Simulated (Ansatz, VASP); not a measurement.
**AlCu in VASP and in Ansatz**

```
Al Cu
1.0
     2.95700    0.00000    0.00000
     0.00000    2.95700    0.00000
     0.00000    0.00000    2.95700
Al Cu
1 1
Cartesian
  0.0000 0.0000 0.0000
  1.4785 1.4785 1.4785
```

The cell comes from a database or a generator and needn't be the stable form of this composition.

Alike in both runs: task single point; functional PBEsol; k mesh 10 × 10 × 10; no spin polarisation.

|  | VASP | Ansatz |
| --- | --- | --- |
| version | VASP 6.6.1 | Ansatz 0.2.0 |
| potentials or method | VASP PAW PBE potentials, release 64 (Al, Cu) | plane waves, PAW |
| plane-wave cutoff (eV) | 520 | 500 |
| occupations | methfessel-paxton of order 1, width 0.1 eV | methfessel-paxton of order 1 |
| valence electrons in the cell | 14 | 22 |

VASP gave:

| Item | Value |
| --- | --- |
| pressure (GPa) | 1.4 |

Question: Estimate Ansatz's values.

Answer: Pressure (GPa): 0.4.

The two sets of potentials don't hold the same shells in valence.

Caveats: the PAW data sets were made with another functional, which shifts forces and pressure a little (VASP).
